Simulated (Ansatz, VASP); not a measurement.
# Ru in VASP and in Ansatz

The input INCAR:

```
ALGO     = Fast           # electronic algorithm
EDIFF    = 1E-7           # SCF threshold, eV
ENCUT    = 520            # plane-wave cutoff, eV
GGA      = PE             # functional
ISIF     = 2              # what is computed and relaxed
ISMEAR   = 0              # smearing method
LASPH    = True           # aspherical terms in the spheres
LCHARG   = False          # write CHGCAR
LREAL    = False          # projectors in reciprocal space
LWAVE    = False          # write WAVECAR
NBANDS   = 13             # bands
NELM     = 80             # most SCF steps
PREC     = Accurate       # precision mode
SIGMA    = 0.15           # smearing width, eV
```

The input KPOINTS:

```
k-points
0
Gamma
  20 20 20
```

POSCAR

```
Ru
1.0
    0.1000169121      2.0027195963      2.0027195963
    2.0027195963      0.1000169121      2.0027195963
    2.0027195963      2.0027195963      0.1000169121
Ru
1
Direct
    0.0000000000      0.0000000000      0.0000000000
```

Input for Ansatz:

```yaml
crystal:
  lattice:
    - [0.1000169121, 2.0027195963, 2.0027195963]
    - [2.0027195963, 0.1000169121, 2.0027195963]
    - [2.0027195963, 2.0027195963, 0.1000169121]
  atoms:
    - { symbol: Ru, position: [0.0, 0.0, 0.0] }
basis:
  ecutwfc: 420
kpoints:
  mp_grid: { grid: [20, 20, 20] }
hamiltonian:
  xc: pbe
scf:
  occupations: { method: gaussian, width: 0.15 }
output:
  forces: true
  stress: true
  eigenvalues: true
```

Change from the starting cell: equal engineering shear yz, xz and xy +0.0525, equal normal strain along x, y and z +0.0250.

Alike in both runs: task single point; functional PBE; k mesh 20 × 20 × 20; occupations gaussian, width 0.15 eV; no spin polarisation.

```csv
,VASP,Ansatz
version,VASP 6.6.1,Ansatz 0.2.0
potentials or method,"VASP PAW PBE potentials, release 64 (Ru_pv)","scalar-relativistic, plane waves, PAW"
plane-wave cutoff (eV),520,420
valence electrons in the cell,14,16
```

VASP gave:

* gap on the k mesh at the Fermi level (eV): none
* pressure (GPa): -16.5
* largest component of the traceless stress (GPa): 9.11

Task: Which values does Ansatz return?

Result: gap on the k mesh at the Fermi level (eV): none; pressure (GPa): -16.4; largest component of the traceless stress (GPa): 9.13.

A gap of «none» marks a metal or a gap that the smearing closes. With one functional, cell and mesh, what is left measures potentials, basis and numerics. The two sets of potentials don't hold the same shells in valence.

Caveats: so large a pressure means that the cell lies far from this level's equilibrium, or that cutoff or potentials fall short (VASP).
